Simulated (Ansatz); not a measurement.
Starting cell, BeO (wurtzite):

```
CELL_PARAMETERS angstrom
      2.69049     0.00000     0.00000
     -1.34524     2.33003     0.00000
      0.00000     0.00000     4.36988
ATOMIC_POSITIONS crystal
  Be 0.66667 0.33333 0.00145
  Be 0.33333 0.66667 0.50145
  O  0.66667 0.33333 0.62375
  O  0.33333 0.66667 0.12375
```

In each cell atom 3 (O, nearest neighbour Be at 1.643 Å; its periodic images, 2.7 Å or more away, move with it) moves by s·(-0.819, 0.473, -0.325) (towards the nearest neighbour), the rest being held.

Level of theory: r2SCAN (plane waves to 500 eV, PAW, scalar-relativistic; Ansatz, a quantum-chemistry and plane-wave program). k mesh 11×11×6 (Γ-centred), Fermi-Dirac smearing 0.05 eV. Energies are smeared free energies. Left out: 1 of 11 points, with atoms too close for the PAW data. BeO was relaxed with its symmetry unable to fall. ΔE is measured from the undisplaced structure.

Successive frames, forces in eV/Å:

| frame | ΔE (eV/cell) | F on Be1 | F on Be2 | F on O3 | F on O4 |
|---|---|---|---|---|---|
| s = 0.000 Å | 0.000 | (0.000, 0.000, 0.000) | (0.000, 0.000, 0.000) | (0.000, 0.000, 0.000) | (0.000, 0.000, 0.000) |
| s = -0.098 Å | 0.056 | (0.148, -0.085, 0.128) | (0.567, -0.327, 0.108) | (-0.798, 0.461, -0.584) | (0.083, -0.048, 0.349) |
| s = -0.196 Å | 0.194 | (0.276, -0.160, 0.266) | (0.820, -0.473, 0.063) | (-1.238, 0.715, -1.038) | (0.142, -0.082, 0.709) |

### Question
What are the energy and the forces in the next frame, s = -0.294 Å?

### Answer
ΔE (eV/cell) = 0.377.

```json
[
 {"atom": "Be1", "Fx": "0.384", "Fy": "-0.222", "Fz": "0.393"},
 {"atom": "Be2", "Fx": "0.857", "Fy": "-0.495", "Fz": "-0.058"},
 {"atom": "O3", "Fx": "-1.418", "Fy": "0.818", "Fz": "-1.416"},
 {"atom": "O4", "Fx": "0.177", "Fy": "-0.102", "Fz": "1.082"}
]
```

(For displaced atoms, the force is minus the slope of the energy, and its curvature is a force constant, which sets phonon frequencies.)
